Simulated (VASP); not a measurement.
# PtS2: equation of state with PBEsol

The system is PtS2.

```
Pt S
1.0
     3.54320    0.00000    0.00000
    -1.77160    3.06850    0.00000
     0.00000    0.00000    5.03880
Pt S
1 2
Direct
  0.00000 0.00000 0.00000
  0.66667 0.33333 0.77300
  0.33333 0.66667 0.22700
```

```
Program                : VASP 6.6.1
Task                   : equation of state
Functional             : PBEsol
Potentials or basis    : VASP PAW PBE potentials, release 64 (Pt, S)
Cutoff                 : 520 eV
k mesh                 : 9 × 9 × 5
Occupations            : fermi-dirac, width 0.05 eV
Spin                   : no spin polarisation
Ladder                 : free
Further INCAR settings : ALGO = Normal; EDIFF = 1e-07; NBANDS = 18
```

* Equilibrium volume: 19.01 Å³/atom
* Bulk modulus at fixed shape and positions: 139 GPa
* Pressure derivative of the bulk modulus: 4.8

Energy against volume, from the lowest point:
```
volume (Å³/atom)  energy (meV/atom)
          17.165              94.70
          17.531              58.48
          17.896              31.87
          18.261              13.83
          18.626               3.49
          18.992               0.00
          19.357               2.66
```

All runs of the series together: 2.3 min on 1 thread of Intel(R) Xeon(R) 6975P-C (Granite Rapids), with other jobs on the host.

Caveat: the cell was scaled at fixed shape and fractional positions, which overstates the stiffness of a crystal with free parameters, most of all of layers and chains; the PAW data sets were made with another functional, which shifts forces and pressure a little. The run has no spin-orbit coupling, so splittings on Pt are missing.
